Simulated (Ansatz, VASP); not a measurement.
# Gd in VASP and in Ansatz

File INCAR:

```
SYSTEM = Gd
  PREC = Accurate
  ENCUT = 520
  EDIFF = 1E-8
  ISMEAR = -1
  SIGMA = 0.08
  LREAL = .False.
  LASPH = .True.
  NELM = 150
  ALGO = Normal
  ISIF = 2
  LWAVE = .False.
  LCHARG = .False.
  ISPIN = 2
  MAGMOM = 7
  LORBIT = 11
  LMAXMIX = 6
  GGA = PE
  LEFG = .True.
  NBANDS = 19
```

Contents of KPOINTS:

```
regular mesh
0
Gamma
  14 14 14
  0 0 0
```

Contents of POSCAR:

```
Gd
1.0
   -2.0582026226      2.0582026226      2.0582026226
    2.0582026226     -2.0582026226      2.0582026226
    2.0582026226      2.0582026226     -2.0582026226
Gd
1
Direct
    0.0000000000      0.0000000000      0.0000000000
```

Input for Ansatz:

```yaml
crystal:
  lattice:
    - [-2.0582026226, 2.0582026226, 2.0582026226]
    - [2.0582026226, -2.0582026226, 2.0582026226]
    - [2.0582026226, 2.0582026226, -2.0582026226]
  atoms:
    - { symbol: Gd, position: [0.0, 0.0, 0.0], spin: 7.0 }
magnetization:
  spin_polarized: true
kpoints:
  mp_grid: { grid: [14, 14, 14] }
scf:
  occupations: { method: fermi_dirac, width: 0.08 }
hamiltonian:
  xc: pbe
  pseudopotentials: { kind: all_electron, datasets: crystal }
output:
  forces: true
  stress: true
  eigenvalues: true
  efg: { contact_densities: true }
```

Change from the starting cell: volume scaled by 1.05, crystal datasets.

Alike in both runs: task electric field gradients; functional PBE; k mesh 14 × 14 × 14; occupations fermi-dirac, width 0.08 eV; collinear spin.

```csv
,VASP,Ansatz
version,VASP 6.6.1,Ansatz 0.2.0
potentials or method,"VASP PAW PBE potentials, release 64 (Gd)","all-electron PAW with datasets made for the crystal, scalar-relativistic"
plane-wave cutoff (eV),520,see its input
```

```csv
,VASP,Ansatz,Ansatz less VASP
pressure (GPa),-1.3,-1.2,+0.06
net moment per atom (μB),7.63,7.62,-0.012
size of the moment on the site where the two differ most (μB),6.98,7.32,+0.340
Vzz of the field gradient on the site that differs most (V/Å²),0.0,0.0,-0.01
```

Site moments also hang on the region over which each program counts them. Ansatz ran all-electron here, so the differences hold the error of VASP's frozen core and of both bases. Ansatz warned: «gradients_without_spin_orbit».

Caveats: spin-orbit coupling is left out, which moves the levels of the heavy elements. The state reached can hang on the start; a lower one may exist.
